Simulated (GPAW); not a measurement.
# AlN (F-43m) in GPAW: notebook

One crystal, AlN, is run at these levels: PBE; tasks: equation of state, dielectric tensor.

All numbers are computed with GPAW 26.7.0; they aren't measurements. Logs are shortened: lines on timing, memory, paths and dates and some standing lists are left out, and cuts for length are marked. The log counts tension as positive stress, the text compression.

### 1 The structure

It takes space group F-43m (No. 216, cubic). Conventional cell: a = 4.368 Å, b = 4.368 Å, c = 4.368 Å, α = 90.00°, β = 90.00°, γ = 90.00°. Al (site symmetry -43m) has 4 N at 1.89 Å as nearest neighbours. N (site symmetry -43m) has 4 Al at 1.89 Å as nearest neighbours.

Measurements of this composition are mostly on another form, of space group No. 186.

### 2 Equation of state, PBE

File run.py:

```python
from ase.eos import EquationOfState
from ase.io import Trajectory, read
from ase.units import GPa
from gpaw import GPAW

atoms = read('AlN.cif')

traj = Trajectory('eos.traj', 'w')
volumes, energies = [], []
for x in [0.94, 0.96, 0.98, 1.0, 1.02, 1.04, 1.06]:
    a = atoms.copy()
    a.set_cell(atoms.cell * x**(1 / 3), scale_atoms=True)
    calc = GPAW(mode='fd',
                h=0.16,
                xc='PBE',
                kpts={'size': (10, 10, 10), 'gamma': True},
                occupations={'name': 'fermi-dirac', 'width': 0.05},
                nbands=11,
                convergence={'density': 1e-05, 'energy': 1e-05},
                maxiter=150,
                txt=f'eos-{x:.2f}.txt')
    a.calc = calc
    energies.append(a.get_potential_energy(force_consistent=True))
    volumes.append(a.get_volume())
    calc.write(f'eos-{x:.2f}.gpw')
    traj.write(a)
    print(f'{x:.2f} {volumes[-1]:10.4f} A^3 {energies[-1]:14.6f} eV', flush=True)

v0, e0, B = EquationOfState(volumes, energies, eos='birchmurnaghan').fit()
print(f'V0 = {v0:.4f} A^3, E0 = {e0:.6f} eV, B0 = {B / GPa:.2f} GPa')
```

File AlN.cif:

```cif
data_AlN
_cell_length_a 3.08863331
_cell_length_b 3.08863331
_cell_length_c 3.08863331
_cell_angle_alpha 60.00000000
_cell_angle_beta 60.00000000
_cell_angle_gamma 60.00000000
_space_group_name_H-M_alt 'P1'
_space_group_name_Hall 'P 1'
_space_group_IT_number 1
loop_
_space_group_symop_operation_xyz
'x,y,z'
loop_
_atom_site_label
_atom_site_type_symbol
_atom_site_symmetry_multiplicity
_atom_site_Wyckoff_symbol
_atom_site_fract_x
_atom_site_fract_y
_atom_site_fract_z
_atom_site_occupancy
Al1 Al 1 a 0.0000000000 0.0000000000 0.0000000000 1
N1 N 1 a 0.2500000000 0.2500000000 0.2500000000 1
```

Potentials or basis: GPAW PAW data sets (gpaw-data 1.2.1), fd.

Run with:

```sh
$ OMP_NUM_THREADS=1 python run.py
```

The program printed:

```text
__  _  _
 | _ |_)|_||  |
 |__||  | ||/\| - 26.7.0

Input parameters:
  mode=FD(),
  convergence={'density': 1e-05, 'energy': 1e-05},
  h=0.16,
  kpts=MonkhorstPack(size=(10, 10, 10), gamma=True),
  maxiter=150,
  nbands=11,
  occupations=Occupations(name='fermi-dirac', width=0.05),
  xc=XC(name='PBE')

Diagonalizing LCAO Hamiltonian
Converting LCAO to fd mode

            N
       Al

Atoms  # Å, Bohr magnetons
|   | symbol |        x |        y |        z |    initial magnetic moments |
|---|--------|----------|----------|----------|-----------------------------|
| 0 |     Al | 0.000000 | 0.000000 | 0.000000 | ( 0.0000,  0.0000,  0.0000) |
| 1 |      N | 1.512791 | 0.873410 | 0.617594 | ( 0.0000,  0.0000,  0.0000) |

Unit cell  # Å
| periodic |        x |        y |        z |  lengths |    angles |
|----------|----------|----------|----------|----------|-----------|
|      yes | 3.025582 | 0.000000 | 0.000000 | 3.025582 | 60.000000 |
|      yes | 1.512791 | 2.620231 | 0.000000 | 3.025582 | 60.000000 |
|      yes | 1.512791 | 0.873410 | 2.470378 | 3.025582 | 60.000000 |

Number of symmetries: 24
Symmetry operations  # r_c * U_cc + t_c -> r_c
|    | kind |            matrix            |
|----|------|------------------------------|
|  0 |  E   |  1, 0, 0,  0, 1, 0,  0, 0, 1 |
|  1 |  σ   |  1, 0, 0,  0, 0, 1,  0, 1, 0 |
|  2 |  σ   |  1, 0,-1,  0, 1,-1,  0, 0,-1 |
|  3 |  C3  |  1, 0,-1,  0, 0,-1,  0, 1,-1 |
|  4 |  C3  |  1,-1, 0,  0,-1, 1,  0,-1, 0 |
|  5 |  σ   |  1,-1, 0,  0,-1, 0,  0,-1, 1 |
|  6 |  σ   |  0, 1, 0,  1, 0, 0,  0, 0, 1 |
|  7 |  C3  |  0, 1, 0,  0, 0, 1,  1, 0, 0 |
|  8 |  C2  |  0, 1,-1,  1, 0,-1,  0, 0,-1 |
|  9 |  S4  |  0, 1,-1,  0, 0,-1,  1, 0,-1 |
| 10 |  C3  |  0, 0, 1,  1, 0, 0,  0, 1, 0 |
| 11 |  σ   |  0, 0, 1,  0, 1, 0,  1, 0, 0 |
| 12 |  S4  |  0, 0,-1,  1, 0,-1,  0, 1,-1 |
| 13 |  C3  |  0, 0,-1,  0, 1,-1,  1, 0,-1 |
| 14 |  S4  |  0,-1, 1,  1,-1, 0,  0,-1, 0 |
| 15 |  C2  |  0,-1, 1,  0,-1, 0,  1,-1, 0 |
| 16 |  C3  |  0,-1, 0,  1,-1, 0,  0,-1, 1 |
| 17 |  S4  |  0,-1, 0,  0,-1, 1,  1,-1, 0 |
| 18 |  S4  | -1, 1, 0, -1, 0, 1, -1, 0, 0 |
| 19 |  C3  | -1, 1, 0, -1, 0, 0, -1, 0, 1 |
| 20 |  C3  | -1, 0, 1, -1, 1, 0, -1, 0, 0 |
| 21 |  S4  | -1, 0, 1, -1, 0, 0, -1, 1, 0 |
| 22 |  σ   | -1, 0, 0, -1, 1, 0, -1, 0, 1 |
| 23 |  C2  | -1, 0, 0, -1, 0, 1, -1, 1, 0 |

BZ-sampling:
  Number of BZ points: 1000
  Number of IBZ points: 47

  Monkhorst-Pack size: [10, 10, 10]
  Monkhorst-Pack shift: [0.05, 0.05, 0.05]

K-points  # in reciprocal-cell coordinates
|     |                                coordinates |     weight |
|-----|--------------------------------------------|------------|
|   0 | (  0.00000000,   0.00000000,   0.00000000) | 0.00100000 |
|   1 | (  0.10000000,   0.10000000,   0.00000000) | 0.00600000 |
|   2 | (  0.10000000,   0.10000000,   0.10000000) | 0.00800000 |
|   3 | (  0.20000000,   0.10000000,   0.10000000) | 0.01200000 |
|   4 | (  0.20000000,   0.20000000,   0.00000000) | 0.00600000 |
|   5 | (  0.20000000,   0.20000000,   0.10000000) | 0.02400000 |
|   6 | (  0.20000000,   0.20000000,   0.20000000) | 0.00800000 |
|   7 | (  0.30000000,   0.20000000,   0.10000000) | 0.02400000 |
|   8 | (  0.30000000,   0.20000000,   0.20000000) | 0.02400000 |
|   9 | (  0.30000000,   0.30000000,   0.00000000) | 0.00600000 |
| ... |                                            |            |
|  46 | (  0.50000000,   0.50000000,   0.50000000) | 0.00400000 |

Uniform wave function grid shape: (np.int64(16), np.int64(16), np.int64(16))
Spin-components: 1 (collinear spins)
Bands:           11
Projectors:      10
Spin-degeneracy: 2
Datatype:        complex128

Parallelization:
  kpt:    1
  domain: 1
  band:   1

Density:
  Valence electrons: 8.0
  Components: 1
  Grid points: [16 16 16]
  Charge: 0.0  # |e|

Potential:
  Grid points: [16 16 16]

species:
  Al:
    name:    Aluminium
    Z:       13.0
    valence: 3
    core:    10
    charge:  0.0  # [|e|]
    compensation charges:
      type: gauss
      rc: 0.34  # [Å]
      lmax: 2
    cutoffs:
      filter: 1.91  # [Å]
      core: 2.36  # [Å]
    projectors
    | kind |    occ | energy [eV] | rcut [Å] |
    |------|--------|-------------|----------|
    |   3s |  2.000 |      -7.753 |    1.085 |
    |   3p |  1.000 |      -2.712 |    1.085 |
    |    s |        |      19.459 |    1.085 |
    |    p |        |      24.499 |    1.085 |
    |    d |        |       0.000 |    1.085 |

    Using partial waves for Al as LCAO basis

  N:
    name:    Nitrogen
    Z:       7.0
    valence: 5
    core:    2
    charge:  0.0  # [|e|]
    compensation charges:
      type: gauss
      rc: 0.18  # [Å]
      lmax: 2
    cutoffs:
      filter: 1.11  # [Å]
      core: 0.96  # [Å]
    projectors
    | kind |    occ | energy [eV] | rcut [Å] |
    |------|--------|-------------|----------|
    |   2s |  2.000 |     -18.583 |    0.603 |
    |   2p |  3.000 |      -7.089 |    0.529 |
    |    s |        |       8.629 |    0.603 |
    |    p |        |      20.123 |    0.529 |
    |    d |        |       0.000 |    0.577 |

    Using partial waves for N as LCAO basis

Reference energy: -8085.144769  # eV

eigensolver:
  PPCG
  Converge bands: occupied
  niter=2

density mixing:
  MSR1-Mixer
  Pratt-step length: 0.05
  Maximum mixing coefficient: 0.75
  Old densities: 10
  SVD Regularization: 0.005
  Good broyden scale: 1.0
  Trust region scale: 1.0
  Backstep threshold: 4.0
  History deletion threshold: 6.0
  Fourier metric: weight=20.0, sigma=0.015

occupation numbers:
  Fermi-Dirac:
    width: 0.0500  # eV

FastPoissonSolver using
    Stencil: 12*3+1=37 point O(h^6) finite-difference Laplacian
    FFT axes: [np.int64(0), np.int64(1), np.int64(2)]
    FST axes: []

xc functional:
  name: PBE with 2 nearest neighbor stencil
interpolation: tri-quintic # 5. degree polynomial

convergence criteria:
- Maximum integral of absolute [dens]ity change: 1e-05 electrons / valence electron
- Maximum [total energy] change in last 3 cyles: 1e-05 eV / valence electron
- Maximum integral of absolute [eigenst]ate change: 4e-08 eV^2 / valence electron
maximum number of iterations: 150

SCF iterations
|iter     | |      energy | eigst |  dens |
|---------|-|-------------|-------|-------|
|iter:   1| |  -16.920958 | +0.65 |       |
|iter:   2| |  -16.373030 | -0.86 | -0.55 |
|iter:   3| |  -14.722518 | -0.09 | -0.60 |
|iter:   4| |  -14.740842 | -1.65 | -1.25 |
|iter:   5| |  -14.749047 | -2.28 | -1.55 |
|iter:   6| |  -14.749124 | -3.85 | -2.78 |
|iter:   7| |  -14.749139 | -4.90 | -3.20 |
|iter:   8| |  -14.749140c| -6.14 | -4.13 |
|iter:   9| |  -14.749139c| -7.19 | -4.80 |
|iter:  10| |  -14.749139c| -7.65c| -5.51c|

Converged in 10 steps
Energy contributions relative to reference atoms: (reference = -8085.144769)

Energy contributions:
  Kinetic:          25.303496
  Coulomb:         -21.832047
  Zero:              0.466071
  External:          0.000000
  Xc:              -18.686659
  Entropy:          -0.000000
  Spinorbit:         0.000000
  ----------------------------
  Free energy:     -14.749139
  Extrapolated:    -14.749139

dipole moment: (-12.008999, -6.933399, -4.902653)  # |e|*Ang

Fermi level: 7.583
Eigenvalues  # (at kpt = [0.000, 0.000, 0.000])
| band index |      eig [eV] | occ [0-2] |
|------------|---------------|-----------|
|          0 |        -8.757 |     2.000 |
|          1 |         6.570 |     2.000 |
|          2 |         6.570 |     2.000 |
|          3 |         6.580 |     2.000 |
|          4 |        11.362 |     0.000 |
|          5 |        19.772 |     0.000 |
|          6 |        19.772 |     0.000 |
|          7 |        19.772 |     0.000 |
|          8 |        26.288 |     0.000 |
|          9 |        26.328 |     0.000 |
|         10 |        26.349 |     0.000 |

Gap: 3.337 eV
Transition (v -> c):
  (s=0, k=0, n=3, [0.00, 0.00, 0.00]) -> (s=0, k=41, n=4, [0.50, 0.50, 0.00])
Direct/indirect transitions are different
Direct gap: 4.782 eV
Transition at: (s=0, k=0, n=3, [0.00, 0.00, 0.00])
# Writing to eos-0.94.gpw (mode='')
```

eos-0.96.txt:

```text
SCF iterations
|iter     | |      energy | eigst |  dens |
|---------|-|-------------|-------|-------|
|iter:   1| |  -16.935307 | +0.65 |       |
|iter:   2| |  -16.391979 | -0.87 | -0.55 |
|iter:   3| |  -14.773024 | -0.11 | -0.60 |
|iter:   4| |  -14.790755 | -1.68 | -1.25 |
[... 33 lines left out ...]
|          5 |        19.348 |     0.000 |
|          6 |        19.348 |     0.000 |
|          7 |        19.348 |     0.000 |
|          8 |        25.864 |     0.000 |
|          9 |        25.901 |     0.000 |
|         10 |        25.925 |     0.000 |

Gap: 3.328 eV
Transition (v -> c):
  (s=0, k=0, n=3, [0.00, 0.00, 0.00]) -> (s=0, k=41, n=4, [0.50, 0.50, 0.00])
Direct/indirect transitions are different
Direct gap: 4.589 eV
Transition at: (s=0, k=0, n=3, [0.00, 0.00, 0.00])
# Writing to eos-0.96.gpw (mode='')
```

It took 90 s on 1 thread of AMD EPYC 9R14 (Zen 4), shared host; peak memory 0.3 GiB.

Results:

| Property | Result |
| --- | --- |
| Equilibrium volume | 10.77 Å³/atom |
| Bulk modulus | 188 GPa |
| Pressure derivative of the bulk modulus | 4.3 |

Energy against volume, from the lowest point:
```tsv
volume (Å³/atom)	energy (meV/atom)
9.792	61.69
10.001	36.79
10.209	18.80
10.417	7.05
10.626	0.99
10.834	0.00
11.042	3.57
```

### 3 Dielectric tensor, PBE

File run.py:

```python
import numpy as np
from ase.dft.bandgap import bandgap
from ase.io import read, write
from gpaw import GPAW, PW
from gpaw.response.df import DielectricFunction

atoms = read('AlN.xyz')

calc = GPAW(mode=PW(550),
            xc='PBE',
            kpts={'size': (8, 8, 8), 'gamma': True},
            occupations={'name': 'fermi-dirac', 'width': 0.001},
            nbands=11,
            convergence={'density': 1e-06},
            maxiter=150,
            txt='gpaw.txt')
atoms.calc = calc
energy = atoms.get_potential_energy()
calc.write('gs.gpw')
write('result.traj', atoms)
print(f'Energy: {energy:.6f} eV')
print('Fermi level:', round(calc.get_fermi_level(), 4), 'eV')
print(f'Gap: {bandgap(calc)[0]:.4f} eV, direct: {bandgap(calc, direct=True)[0]:.4f} eV')

for size in [(26, 26, 26)]:
    name = 'x'.join(str(n) for n in size)
    dense = calc.fixed_density(kpts={'size': size, 'gamma': True},
                               nbands=30, convergence={'bands': 24, 'eigenstates': 1e-7},
                               update_fermi_level=True, txt=f'dense-{name}.txt')
    dense.write(f'{name}.gpw', mode='all')
    df = DielectricFunction(f'{name}.gpw', frequencies=np.array([0.0]), hilbert=False, eta=0.001,
                            ecut=80, nbands=24, intraband=False, txt=f'df-{name}.txt')
    for xc in ['RPA']:
        for direction in ['x', 'y', 'z', [0, 1, 1], [1, 0, 1], [1, 1, 0]]:
            e0, e = df.get_macroscopic_dielectric_constant(xc=xc, direction=direction)
            print(f'{name} {xc} {direction}: {e0:.4f} without, {e:.4f} with local fields')
```

File AlN.xyz:

```xyz
2
Lattice="0.0000000000 2.1839935596 2.1839935596 2.1839935596 0.0000000000 2.1839935596 2.1839935596 2.1839935596 0.0000000000" Properties=species:S:1:pos:R:3 pbc="T T T"
Al     0.0000000000      0.0000000000      0.0000000000
N      1.0919967798      1.0919967798      1.0919967798
```

Potentials or basis: GPAW PAW data sets (gpaw-data 1.2.1), pw.

Run with:

```sh
$ OMP_NUM_THREADS=1 python run.py
```

gpaw.txt:

```text
__  _  _
 | _ |_)|_||  |
 |__||  | ||/\| - 26.7.0

Input parameters:
  mode=PW(ecut=550.0),
  convergence={'density': 1e-06},
  kpts=MonkhorstPack(size=(8, 8, 8), gamma=True),
  maxiter=150,
  nbands=11,
  occupations=Occupations(name='fermi-dirac', width=0.001),
  xc=XC(name='PBE')

Diagonalizing LCAO Hamiltonian
Converting LCAO to pw mode

           N
       Al

Atoms  # Å, Bohr magnetons
|   | symbol |        x |        y |        z |    initial magnetic moments |
|---|--------|----------|----------|----------|-----------------------------|
| 0 |     Al | 0.000000 | 0.000000 | 0.000000 | ( 0.0000,  0.0000,  0.0000) |
| 1 |      N | 1.091997 | 1.091997 | 1.091997 | ( 0.0000,  0.0000,  0.0000) |

Unit cell  # Å
| periodic |        x |        y |        z |  lengths |    angles |
|----------|----------|----------|----------|----------|-----------|
|      yes | 0.000000 | 2.183994 | 2.183994 | 3.088633 | 60.000000 |
|      yes | 2.183994 | 0.000000 | 2.183994 | 3.088633 | 60.000000 |
|      yes | 2.183994 | 2.183994 | 0.000000 | 3.088633 | 60.000000 |

Number of symmetries: 24
Symmetry operations  # r_c * U_cc + t_c -> r_c
|    | kind |            matrix            |
|----|------|------------------------------|
|  0 |  E   |  1, 0, 0,  0, 1, 0,  0, 0, 1 |
|  1 |  σ   |  1, 0, 0,  0, 0, 1,  0, 1, 0 |
|  2 |  σ   |  1, 0,-1,  0, 1,-1,  0, 0,-1 |
|  3 |  C3  |  1, 0,-1,  0, 0,-1,  0, 1,-1 |
|  4 |  C3  |  1,-1, 0,  0,-1, 1,  0,-1, 0 |
|  5 |  σ   |  1,-1, 0,  0,-1, 0,  0,-1, 1 |
[... 130 lines left out ...]
  History deletion threshold: 6.0
  Fourier metric: weight=20.0, sigma=0.015

occupation numbers:
  Fermi-Dirac:
    width: 0.0010  # eV

poisson solver:
  ecut: 4400.0  # eV

xc functional:
  name: PBE with 2 nearest neighbor stencil

convergence criteria:
- Maximum integral of absolute [dens]ity change: 1e-06 electrons / valence electron
- Maximum [total energy] change in last 3 cyles: 0.0005 eV / valence electron
- Maximum integral of absolute [eigenst]ate change: 4e-08 eV^2 / valence electron
maximum number of iterations: 150

SCF iterations
|iter     | |      energy | eigst |  dens |
|---------|-|-------------|-------|-------|
|iter:   1| |  -16.400316 | -0.30 |       |
|iter:   2| |  -15.902849 | -2.27 | -0.56 |
|iter:   3| |  -14.465511 | -0.92 | -0.61 |
|iter:   4| |  -14.475729 | -3.07 | -1.25 |
|iter:   5| |  -14.481504 | -3.42 | -1.55 |
|iter:   6| |  -14.481561 | -5.45 | -2.76 |
|iter:   7| |  -14.481575c| -6.39 | -3.13 |
|iter:   8| |  -14.481575c| -8.64c| -4.42 |
|iter:   9| |  -14.481575c| -8.23c| -4.94 |
|iter:  10| |  -14.481575c| -9.69c| -5.94 |
|iter:  11| |  -14.481575c|-10.78c| -6.51c|

Converged in 11 steps
Energy contributions relative to reference atoms: (reference = -8085.144769)

Energy contributions:
  Kinetic:          15.921823
  Coulomb:         -13.185773
  Zero:             -0.051976
  External:          0.000000
  Xc:              -17.165649
  Entropy:          -0.000000
  Spinorbit:         0.000000
  ----------------------------
  Free energy:     -14.481575
  Extrapolated:    -14.481575

dipole moment: (-8.599695, -8.599695, -8.599695)  # |e|*Ang

Fermi level: 6.435
Eigenvalues  # (at kpt = [0.000, 0.000, 0.000])
| band index |      eig [eV] | occ [0-2] |
|------------|---------------|-----------|
|          0 |        -9.039 |     2.000 |
|          1 |         6.001 |     2.000 |
|          2 |         6.001 |     2.000 |
|          3 |         6.001 |     2.000 |
|          4 |        10.151 |     0.000 |
|          5 |        18.549 |     0.000 |
|          6 |        18.549 |     0.000 |
|          7 |        18.549 |     0.000 |
|          8 |        23.676 |     0.000 |
|          9 |        23.681 |     0.000 |
|         10 |        25.118 |     0.000 |

Gap: 3.288 eV
Transition (v -> c):
  (s=0, k=0, n=3, [0.00, 0.00, 0.00]) -> (s=0, k=24, n=4, [0.50, 0.50, 0.00])
Direct/indirect transitions are different
Direct gap: 4.150 eV
Transition at: (s=0, k=0, n=3, [0.00, 0.00, 0.00])
# Writing to gs.gpw (mode='')
```

It took 81 s on 1 thread of AMD EPYC 9B45 (Zen 5), shared host; peak memory 0.49 GiB.

Results:

```
Free energy                             : -14.4816 eV
Band gap on the k mesh                  : 3.29 eV, indirect (least direct gap 4.15 eV)
Electronic dielectric tensor (diagonal) : 4.36
```

Electronic dielectric tensor:
```
4.36 0.00 0.00
0.00 4.36 0.00
0.00 0.00 4.36
```

Caveat: the long-wavelength limit can be off by a per cent or two. A k mesh can miss the band edges.
